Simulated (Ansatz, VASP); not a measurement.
**SnSe2: VASP and Ansatz over several settings**

```
CELL_PARAMETERS angstrom
3.81100 0.00000 0.00000
-1.90550 3.30042 0.00000
0.00000 0.00000 6.13600
ATOMIC_POSITIONS crystal
Sn 0.00000 0.00000 0.00000
Se 0.66667 0.33333 0.75100
Se 0.33333 0.66667 0.24900
```

Single points on this cell with VASP 6.6.1 and Ansatz 0.2.0. Each row is one pair of runs. Alike in all rows: spin: off; k mesh: 8 × 8 × 5; VASP's potentials, cutoff: VASP PAW PBE potentials, release 64 (Sn_d, Se), 520 eV.

```tsv
level	smearing	Ansatz's potentials, cutoff	gap on the k mesh at the Fermi level (eV), VASP	gap on the k mesh at the Fermi level (eV), Ansatz	least direct gap on the mesh (eV), VASP	least direct gap on the mesh (eV), Ansatz	pressure (GPa), VASP	pressure (GPa), Ansatz
PBE	fermi-dirac, width 0.05 eV	PseudoDojo standard (PBE files), 1170 eV	0.81	0.80	1.09	1.08	5.6	5.6
PBE	fermi-dirac, width 0.05 eV	Ansatz PAW, 420 eV	0.81	0.81	1.09	1.10	5.6	5.5
PBE	fermi-dirac, width 0.05 eV	Ansatz NC, 1170 eV	0.81	0.80	1.09	1.08	5.6	5.6
PBE	gaussian, width 0.015 eV	Ansatz PAW, 420 eV	0.81	0.81	1.09	1.10	5.6	5.5
PBE	gaussian, width 0.011 eV	Ansatz PAW, 420 eV	0.81	0.81	1.09	1.10	5.6	5.5
PBE	gaussian, width 0.012 eV	Ansatz PAW, 420 eV	0.81	0.81	1.09	1.10	5.6	5.5
PBE	gaussian, width 0.013 eV	Ansatz PAW, 420 eV	0.81	0.81	1.09	1.10	5.6	5.5
PBE	gaussian, width 0.023 eV	Ansatz PAW, 420 eV	0.81	0.81	1.09	1.10	5.6	5.5
```

Gap on the k mesh at the fermi level (eV): the two programs differ by at most 0.01; least direct gap on the mesh (eV): the two programs differ by at most 0.018; pressure (GPa): the two programs differ by at most 0.09.

Caveats: spin-orbit coupling is left out, which moves the levels of the heavy elements (some rows); this functional lacks dispersion, which binds the layers, so the pressure and a relaxed spacing across them are unreliable (some rows); an odd mesh through Γ misses points on the zone boundary, where band edges often lie (VASP); odd divisions of the mesh miss points on the zone boundary, where band edges often lie, so the gap on the mesh can be too wide (Ansatz).
